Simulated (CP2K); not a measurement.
Runs of CP2K 2026.2 on Nb3Sn. Symmetry: Pm-3n, No. 223, cubic system. The conventional cell has a = 5.282 Å, b = 5.282 Å, c = 5.282 Å, α = 90.00°, β = 90.00°, γ = 90.00°. Sn (site symmetry m-3) has 12 Nb at 2.95 Å as nearest neighbours. Nb (site symmetry -4m2) has 2 Nb at 2.64 Å and 4 Sn at 2.95 Å as nearest neighbours. 

```csv
task,level,potentials or basis,EPS_DEFAULT,NGRIDS,MPI ranks,CUTOFF of the grids,points a segment of the path (NPOINTS),gap on the mesh (eV),pressure (GPa),V0 of scaled cells (Å³/atom),B0 (GPa)
single point,PBEsol,"POTENTIAL_UZH Sn GTH-PBE-q4, Nb GTH-PBE-q13; TZVP-MOLOPT-PBE-GTH basis",1.0E-10,4,3,450 Ry,-,none,1.8,-,-
band structure,LDA,"GTH_POTENTIALS Sn GTH-PADE-q4, Nb GTH-PADE-q13; TZVP-MOLOPT-PBE-GTH basis",1.0E-9,5,3,450 Ry,6,none,-6.1,-,-
band structure,r2SCAN,"POTENTIAL_UZH Sn GTH-SCAN-q4, Nb GTH-SCAN-q13; TZVP-MOLOPT-SCAN-GTH basis",1.0E-9,4,3,675 Ry,8,none,-0.3,-,-
equation of state,PBE,"POTENTIAL_UZH Sn GTH-PBE-q4, Nb GTH-PBE-q13; TZVP-MOLOPT-PBE-GTH basis",1.0E-10,5,-,450 Ry,-,-,-,19.06,(a)
equation of state,PBEsol,"POTENTIAL_UZH Sn GTH-PBE-q4, Nb GTH-PBE-q13; TZVP-MOLOPT-PBE-GTH basis",1.0E-10,4,-,450 Ry,-,-,-,(b),171
```

Alike in all rows: no spin polarisation; cell as given; k mesh 5 × 5 × 5; smearing fermi-dirac 0.05 eV.

Task: Fill in the values left out.

Result: (a) 160; (b) 18.61.

Caveats: the basis of atomic orbitals isn't converged, which shifts pressures, moduli and gaps; the potentials were made for another functional, which shifts forces and pressure (some runs).

A k mesh can miss the band edges, and the runs leave out spin-orbit coupling on Nb, Sn.

A gap of «none» marks a metal or a gap under the smearing width.

Not every run made on this cell is shown here.
